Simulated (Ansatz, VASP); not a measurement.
**Fe: VASP beside Ansatz**

```
CELL_PARAMETERS angstrom
2.31119 0.00000 0.00000
0.00000 2.31119 0.00000
0.00000 0.00000 23.80000
ATOMIC_POSITIONS crystal
Fe 0.00000 0.00000 0.29412
```

Alike in both runs: functional PBE; k mesh 24 × 24 × 1; occupations gaussian, width 0.1 eV; collinear spin.

Ansatz relaxed the structure, and its values are those at the end. VASP's run is a single point on that final structure, the one shown.

```csv
,VASP,Ansatz
version,VASP 6.6.1,Ansatz 0.2.0
potentials or method,"VASP PAW PBE potentials, release 64 (Fe)","scalar-relativistic, plane waves, PAW"
plane-wave cutoff (eV),520,420
valence electrons in the cell,8,16
```

|  | VASP | Ansatz | Ansatz less VASP |
| --- | --- | --- | --- |
| gap on the k mesh at the Fermi level (eV) | none | none | - |
| net moment per atom (μB) | 2.72 | 2.72 | 0.000 |
| size of the moment on the site where the two differ most (μB) | 2.66 | 2.61 | -0.056 |

Site moments also hang on the region over which each program counts them. A gap of «none» marks a metal or a gap that the smearing closes. The two sets of potentials don't hold the same shells in valence. Ansatz warned: «xc_potential_rough_in_thin_density».
